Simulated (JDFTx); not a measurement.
Input of a JDFTx 1.7.0 (patched build) run:

Ni.in

```
lattice \
    0.0000000000     1.7375729330     1.7375729330 \
    1.7375729330     0.0000000000     1.7375729330 \
    1.7375729330     1.7375729330     0.0000000000
latt-scale 1.889726124626 1.889726124626 1.889726124626
coords-type Lattice
ion Ni     0.0000000000     0.0000000000     0.0000000000 1

ion-species pseudo/Ni.upf
elec-cutoff 49
elec-ex-corr gga-PBE
kpoint-folding 13 13 13
elec-smearing Fermi 0.0018374661
elec-n-bands 15
spintype z-spin
initial-magnetic-moments Ni 1
elec-initial-magnetization 1 yes
electronic-SCF nIterations 100 energyDiffThreshold 1e-09
electronic-minimize nIterations 30 energyDiffThreshold 1e-7
converge-empty-states yes
forces-output-coords Cartesian

dump-name run.$VAR
dump End Ecomponents EigStats BandEigs Kpoints Forces Stress
```

Potentials or basis: PseudoDojo-SR-PBE-0.5-standard with smoothed tails.

Command:

```console
$ jdftx -c 1 -i Ni.in -o Ni.out
```

**Question.** Estimate the pressure.

**Answer.** 11.8 GPa.

Caveat: the total moment is fixed, so each spin has its own Fermi level.
